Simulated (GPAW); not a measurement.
# BN (F-43m) in GPAW: notebook

The runs below take BN through relaxation of cell and atoms, with LDA, PBE, PBEsol.

Program: GPAW 26.7.0. These are calculated values, not measurements. Logs are shortened: lines on timing, memory, paths and dates and some standing lists are left out, and cuts for length are marked. The log counts tension as positive stress, the text compression.

**1. The structure**

It takes space group F-43m (No. 216, cubic). The conventional cell has a = 3.626 Å, b = 3.626 Å, c = 3.626 Å, α = 90.00°, β = 90.00°, γ = 90.00°. N (site symmetry -43m) has 4 B at 1.57 Å as nearest neighbours. B (site symmetry -43m) is surrounded by 4 N at 1.57 Å.

The cell is a database's computed one.

**2. Relaxation of cell and atoms, LDA**

Contents of run.py:

```python
from ase.filters import FrechetCellFilter
from ase.io import read, write
from ase.optimize import BFGS
from gpaw import GPAW, PW

atoms = read('BN.xyz')

calc = GPAW(mode=PW(800),
            xc='LDA',
            kpts={'size': (13, 13, 13), 'gamma': True},
            occupations={'name': 'fermi-dirac', 'width': 0.05},
            nbands=11,
            convergence={'density': 1e-05, 'forces': 0.0001},
            maxiter=150,
            txt='gpaw.txt')
atoms.calc = calc
opt = BFGS(FrechetCellFilter(atoms), trajectory='relax.traj', logfile='-')
done = opt.run(fmax=0.02, steps=60)
calc.write('gs.gpw')
write('result.traj', atoms)
print('Converged:', done)
print('Cell:', atoms.cell.cellpar().round(4))
print('Volume:', round(atoms.get_volume(), 4))
print(atoms.get_scaled_positions().round(5))
```

Contents of BN.xyz:

```xyz
2
Lattice="0.0000000000 1.8130010000 1.8130010000 1.8130010000 0.0000000000 1.8130010000 1.8130010000 1.8130010000 0.0000000000" Properties=species:S:1:pos:R:3 pbc="T T T"
N      0.9065005000      0.9065005000      0.9065005000
B      0.0000000000      0.0000000000      0.0000000000
```

Potentials or basis: the program's PAW data sets (release 1.2.1) made for this functional, pw.

The run is started by

```
> OMP_NUM_THREADS=1 python run.py
```

gpaw.txt:

```text
__  _  _
 | _ |_)|_||  |
 |__||  | ||/\| - 26.7.0

Input parameters:
  mode=PW(ecut=800.0),
  convergence={'density': 1e-05, 'forces': 0.0001},
  kpts=MonkhorstPack(size=(13, 13, 13), gamma=True),
  maxiter=150,
  nbands=11,
  occupations=Occupations(name='fermi-dirac', width=0.05),
  xc=XC(name='LDA')

Diagonalizing LCAO Hamiltonian
Converting LCAO to pw mode

          N
       B

Atoms  # Å, Bohr magnetons
|   | symbol |        x |        y |        z |    initial magnetic moments |
|---|--------|----------|----------|----------|-----------------------------|
| 0 |      N | 0.906501 | 0.906501 | 0.906501 | ( 0.0000,  0.0000,  0.0000) |
| 1 |      B | 0.000000 | 0.000000 | 0.000000 | ( 0.0000,  0.0000,  0.0000) |

Unit cell  # Å
| periodic |        x |        y |        z |  lengths |    angles |
|----------|----------|----------|----------|----------|-----------|
|      yes | 0.000000 | 1.813001 | 1.813001 | 2.563971 | 60.000000 |
|      yes | 1.813001 | 0.000000 | 1.813001 | 2.563971 | 60.000000 |
|      yes | 1.813001 | 1.813001 | 0.000000 | 2.563971 | 60.000000 |

Number of symmetries: 24
Symmetry operations  # r_c * U_cc + t_c -> r_c
|    | kind |            matrix            |
|----|------|------------------------------|
|  0 |  E   |  1, 0, 0,  0, 1, 0,  0, 0, 1 |
|  1 |  σ   |  1, 0, 0,  0, 0, 1,  0, 1, 0 |
|  2 |  σ   |  1, 0,-1,  0, 1,-1,  0, 0,-1 |
|  3 |  C3  |  1, 0,-1,  0, 0,-1,  0, 1,-1 |
|  4 |  C3  |  1,-1, 0,  0,-1, 1,  0,-1, 0 |
|  5 |  σ   |  1,-1, 0,  0,-1, 0,  0,-1, 1 |
|  6 |  σ   |  0, 1, 0,  1, 0, 0,  0, 0, 1 |
|  7 |  C3  |  0, 1, 0,  0, 0, 1,  1, 0, 0 |
|  8 |  C2  |  0, 1,-1,  1, 0,-1,  0, 0,-1 |
|  9 |  S4  |  0, 1,-1,  0, 0,-1,  1, 0,-1 |
| 10 |  C3  |  0, 0, 1,  1, 0, 0,  0, 1, 0 |
| 11 |  σ   |  0, 0, 1,  0, 1, 0,  1, 0, 0 |
| 12 |  S4  |  0, 0,-1,  1, 0,-1,  0, 1,-1 |
| 13 |  C3  |  0, 0,-1,  0, 1,-1,  1, 0,-1 |
[... 143 lines left out ...]
SCF iterations
|iter     | |      energy | eigst |  dens |force |
|---------|-|-------------|-------|-------|------|
|iter:   1| |  -20.435127 | +0.11 |       |      |
|iter:   2| |  -20.245801 | -2.03 | -0.74 |      |
|iter:   3| |  -19.497442 | -1.38 | -0.78 |      |
|iter:   4| |  -19.477189 | -2.98 | -1.39 |      |
|iter:   5| |  -19.475033 | -3.61 | -1.86 |      |
|iter:   6| |  -19.475035c| -5.29 | -2.59 |      |
|iter:   7| |  -19.475035c| -7.22 | -3.67 |      |
|iter:   8| |  -19.475035c| -7.46c| -4.40 |      |
|iter:   9| |  -19.475035c| -8.67c| -5.89c|      |
|iter:  10| |  -19.475035c| -9.66c| -6.55c|-16.21c|

Converged in 10 steps
Energy contributions relative to reference atoms: (reference = -2133.488728)

Energy contributions:
  Kinetic:          15.952159
  Coulomb:         -15.323212
  Zero:              0.101195
  External:          0.000000
  Xc:              -20.205177
  Entropy:           0.000000
  Spinorbit:         0.000000
  ----------------------------
  Free energy:     -19.475035
  Extrapolated:    -19.475035
[... 19 lines left out ...]
Gap: 4.420 eV
Transition (v -> c):
  (s=0, k=0, n=3, [0.00, 0.00, 0.00]) -> (s=0, k=77, n=4, [0.46, 0.46, 0.00])
Direct/indirect transitions are different
Direct gap: 8.652 eV
Transition at: (s=0, k=0, n=3, [0.00, 0.00, 0.00])

Stress tensor  # eV/Ang^3
|         x |         y |         z |
|-----------|-----------|-----------|
|  0.096641 | -0.000000 | -0.000000 |
| -0.000000 |  0.096641 | -0.000000 |
| -0.000000 | -0.000000 |  0.096641 |

Forces  # eV/Ang
|        x |        y |        z |
|----------|----------|----------|
| -0.00000 | -0.00000 | -0.00000 |  # N    0
|  0.00000 | -0.00000 |  0.00000 |  # B    1

Interpolating wave functions to new cell

          N
       B

Atoms  # Å, Bohr magnetons
|   | symbol |        x |         y |        z |    initial magnetic moments |
|---|--------|----------|-----------|----------|-----------------------------|
| 0 |      N | 0.902779 |  0.902779 | 0.902779 | ( 0.0000,  0.0000,  0.0000) |
| 1 |      B | 0.000000 | -0.000000 | 0.000000 | ( 0.0000,  0.0000,  0.0000) |

Unit cell  # Å
| periodic |        x |        y |        z |  lengths |    angles |
|----------|----------|----------|----------|----------|-----------|
|      yes | 0.000000 | 1.805558 | 1.805558 | 2.553445 | 60.000000 |
|      yes | 1.805558 | 0.000000 | 1.805558 | 2.553445 | 60.000000 |
|      yes | 1.805558 | 1.805558 | 0.000000 | 2.553445 | 60.000000 |

Number of symmetries: 24
Symmetry operations  # r_c * U_cc + t_c -> r_c
|    | kind |            matrix            |
|----|------|------------------------------|
|  0 |  E   |  1, 0, 0,  0, 1, 0,  0, 0, 1 |
|  1 |  σ   |  1, 0, 0,  0, 0, 1,  0, 1, 0 |
|  2 |  σ   |  1, 0,-1,  0, 1,-1,  0, 0,-1 |
|  3 |  C3  |  1, 0,-1,  0, 0,-1,  0, 1,-1 |
|  4 |  C3  |  1,-1, 0,  0,-1, 1,  0,-1, 0 |
|  5 |  σ   |  1,-1, 0,  0,-1, 0,  0,-1, 1 |
|  6 |  σ   |  0, 1, 0,  1, 0, 0,  0, 0, 1 |
|  7 |  C3  |  0, 1, 0,  0, 0, 1,  1, 0, 0 |
|  8 |  C2  |  0, 1,-1,  1, 0,-1,  0, 0,-1 |
|  9 |  S4  |  0, 1,-1,  0, 0,-1,  1, 0,-1 |
| 10 |  C3  |  0, 0, 1,  1, 0, 0,  0, 1, 0 |
| 11 |  σ   |  0, 0, 1,  0, 1, 0,  1, 0, 0 |
| 12 |  S4  |  0, 0,-1,  1, 0,-1,  0, 1,-1 |
| 13 |  C3  |  0, 0,-1,  0, 1,-1,  1, 0,-1 |
[... 143 lines left out ...]
SCF iterations
|iter     | |      energy | eigst |  dens |force |
|---------|-|-------------|-------|-------|------|
|iter:   1| |  -19.488626 | -2.01 |       |      |
|iter:   2| |  -19.488034 | -4.99 | -2.13 |      |
|iter:   3| |  -19.486013c| -3.99 | -2.19 |      |
|iter:   4| |  -19.485999c| -5.69 | -2.96 |      |
|iter:   5| |  -19.486000c| -6.23 | -3.39 |      |
|iter:   6| |  -19.486000c| -7.41c| -4.18 |      |
|iter:   7| |  -19.486000c| -7.97c| -4.96 |      |
|iter:   8| |  -19.486000c| -8.70c| -5.97c|      |
|iter:   9| |  -19.486000c| -9.75c| -6.61c|-15.42c|

Converged in 9 steps
Energy contributions relative to reference atoms: (reference = -2133.488728)

Energy contributions:
  Kinetic:          17.043814
  Coulomb:         -16.149524
  Zero:              0.101333
  External:          0.000000
  Xc:              -20.481623
  Entropy:          -0.000000
  Spinorbit:         0.000000
  ----------------------------
  Free energy:     -19.486000
  Extrapolated:    -19.486000
[... 33 lines left out ...]
Forces  # eV/Ang
|        x |        y |        z |
|----------|----------|----------|
| -0.00000 | -0.00000 | -0.00000 |  # N    0
|  0.00000 | -0.00000 |  0.00000 |  # B    1

Interpolating wave functions to new cell

          N
       B

Atoms  # Å, Bohr magnetons
|   | symbol |        x |         y |        z |    initial magnetic moments |
|---|--------|----------|-----------|----------|-----------------------------|
| 0 |      N | 0.893933 |  0.893933 | 0.893933 | ( 0.0000,  0.0000,  0.0000) |
| 1 |      B | 0.000000 | -0.000000 | 0.000000 | ( 0.0000,  0.0000,  0.0000) |

Unit cell  # Å
| periodic |         x |        y |         z |  lengths |    angles |
|----------|-----------|----------|-----------|----------|-----------|
|      yes | -0.000000 | 1.787866 |  1.787866 | 2.528424 | 60.000000 |
|      yes |  1.787866 | 0.000000 |  1.787866 | 2.528424 | 60.000000 |
|      yes |  1.787866 | 1.787866 | -0.000000 | 2.528424 | 60.000000 |

Number of symmetries: 24
Symmetry operations  # r_c * U_cc + t_c -> r_c
|    | kind |            matrix            |
|----|------|------------------------------|
|  0 |  E   |  1, 0, 0,  0, 1, 0,  0, 0, 1 |
|  1 |  σ   |  1, 0, 0,  0, 0, 1,  0, 1, 0 |
|  2 |  σ   |  1, 0,-1,  0, 1,-1,  0, 0,-1 |
|  3 |  C3  |  1, 0,-1,  0, 0,-1,  0, 1,-1 |
|  4 |  C3  |  1,-1, 0,  0,-1, 1,  0,-1, 0 |
|  5 |  σ   |  1,-1, 0,  0,-1, 0,  0,-1, 1 |
|  6 |  σ   |  0, 1, 0,  1, 0, 0,  0, 0, 1 |
|  7 |  C3  |  0, 1, 0,  0, 0, 1,  1, 0, 0 |
|  8 |  C2  |  0, 1,-1,  1, 0,-1,  0, 0,-1 |
|  9 |  S4  |  0, 1,-1,  0, 0,-1,  1, 0,-1 |
| 10 |  C3  |  0, 0, 1,  1, 0, 0,  0, 1, 0 |
| 11 |  σ   |  0, 0, 1,  0, 1, 0,  1, 0, 0 |
| 12 |  S4  |  0, 0,-1,  1, 0,-1,  0, 1,-1 |
| 13 |  C3  |  0, 0,-1,  0, 1,-1,  1, 0,-1 |
[... 143 lines left out ...]
SCF iterations
|iter     | |      energy | eigst |  dens |force |
|---------|-|-------------|-------|-------|------|
|iter:   1| |  -19.509287 | -1.26 |       |      |
|iter:   2| |  -19.505994 | -4.26 | -1.76 |      |
|iter:   3| |  -19.494536 | -3.24 | -1.81 |      |
|iter:   4| |  -19.494457 | -4.95 | -2.60 |      |
|iter:   5| |  -19.494463c| -5.50 | -3.03 |      |
|iter:   6| |  -19.494465c| -6.66 | -3.83 |      |
|iter:   7| |  -19.494465c| -8.04c| -4.63 |      |
|iter:   8| |  -19.494465c| -9.35c| -5.66c|      |
|iter:   9| |  -19.494465c|-10.96c| -6.71c|-15.91c|

Converged in 9 steps
Energy contributions relative to reference atoms: (reference = -2133.488728)

Energy contributions:
  Kinetic:          19.729556
  Coulomb:         -18.172945
  Zero:              0.101161
  External:          0.000000
  Xc:              -21.152237
  Entropy:           0.000000
  Spinorbit:         0.000000
  ----------------------------
  Free energy:     -19.494465
  Extrapolated:    -19.494465
[... 19 lines left out ...]
Gap: 4.474 eV
Transition (v -> c):
  (s=0, k=0, n=3, [0.00, 0.00, 0.00]) -> (s=0, k=77, n=4, [0.46, 0.46, 0.00])
Direct/indirect transitions are different
Direct gap: 8.851 eV
Transition at: (s=0, k=0, n=3, [0.00, 0.00, 0.00])

Stress tensor  # eV/Ang^3
|         x |         y |         z |
|-----------|-----------|-----------|
| -0.002409 |  0.000000 |  0.000000 |
|  0.000000 | -0.002409 | -0.000000 |
|  0.000000 | -0.000000 | -0.002409 |

Forces  # eV/Ang
|        x |       y |        z |
|----------|---------|----------|
| -0.00000 | 0.00000 | -0.00000 |  # N    0
| -0.00000 | 0.00000 | -0.00000 |  # B    1

# Writing to gs.gpw (mode='')
```

It took 32 s on 1 thread of Arm Neoverse V2, shared host; peak memory 0.17 GiB.

Results:

| Property | Result |
| --- | --- |
| Free energy | -19.4945 eV |
| Relaxed volume | 5.71 Å³/atom |
| Relaxed cell | a = 2.528 Å, b = 2.528 Å, c = 2.528 Å, α = 60.00°, β = 60.00°, γ = 60.00° |
| Space group after relaxing (to 0.05 Å) | F-43m (No. 216) |
| Energy gained by relaxing | 9.7 meV/atom |
| Ionic steps | 3 |
| Pressure after relaxing | 0.4 GPa |
| Band gap on the k mesh | 4.47 eV, indirect (least direct gap 8.85 eV) |

Step by step:
```csv
step,energy change (eV),largest force (eV/Å),pressure (GPa),volume (Å³)
1,0.0000,0.0000,-15.48,11.92
2,-0.0110,0.0000,-11.06,11.77
3,-0.0194,0.0000,0.39,11.43
```

Final structure:
```
N B
1.0
     0.00000    1.78787    1.78787
     1.78787    0.00000    1.78787
     1.78787    1.78787    0.00000
N B
1 1
Direct
  0.25000 0.25000 0.25000
  0.00000 0.00000 0.00000
```

Caveat: later steps reuse the first step's grids; an odd mesh through Γ misses points on the zone boundary, where band edges often lie. A hybrid or GW would open this gap; LDA tends to underestimate it.

**3. Relaxation of cell and atoms, PBE**

run.py: that of step 2 with these lines changed.

```diff
@@ -8,3 +8,3 @@
 calc = GPAW(mode=PW(800),
-            xc='LDA',
+            xc='PBE',
             kpts={'size': (13, 13, 13), 'gamma': True},
```

BN.xyz is that of step 2.

Potentials or basis: GPAW PAW data sets (gpaw-data 1.2.1), pw.

The run is started by

```
> OMP_NUM_THREADS=1 python run.py
```

Wall time 30 s (1 thread of Arm Neoverse V2, shared host); peak memory 0.17 GiB.

Results (log left out):

| Item | Value |
| --- | --- |
| Free energy | -17.5036 eV |
| Relaxed volume | 5.93 Å³/atom |
| Relaxed cell | a = 2.560 Å, b = 2.560 Å, c = 2.560 Å, α = 60.00°, β = 60.00°, γ = 60.00° |
| Space group after relaxing (to 0.05 Å) | F-43m (No. 216) |
| Energy gained by relaxing | -0.1 meV/atom |
| Ionic steps | 3 |
| Pressure after relaxing | 0.0 GPa |
| Band gap on the k mesh | 4.54 eV, indirect (least direct gap 8.81 eV) |

Step by step:
| step | energy change (eV) | largest force (eV/Å) | pressure (GPa) | volume (Å³) |
| --- | --- | --- | --- | --- |
| 1 | 0.0000 | 0.0000 | -1.60 | 11.92 |
| 2 | 0.0000 | 0.0000 | -1.13 | 11.90 |
| 3 | 0.0001 | 0.0000 | 0.01 | 11.87 |

Final structure:
```
N B
1.0
     0.00000    1.81040    1.81040
     1.81040    0.00000    1.81040
     1.81040    1.81040    0.00000
N B
1 1
Direct
  0.25000 0.25000 0.25000
  0.00000 0.00000 0.00000
```

Levels at points of the mesh, in eV from the valence-band top:
| k point | band 2 | band 3 | band 4 | band 5 | band 6 | band 7 |
| --- | --- | --- | --- | --- | --- | --- |
| (0.00, 0.00, 0.00) | 0.00 | 0.00 | 0.00 | 8.81 | 8.81 | 8.81 |

Caveat: later steps reuse the first step's grids; an odd mesh through Γ misses points on the zone boundary, where band edges often lie.

(Part 1 of 2 ends here.)
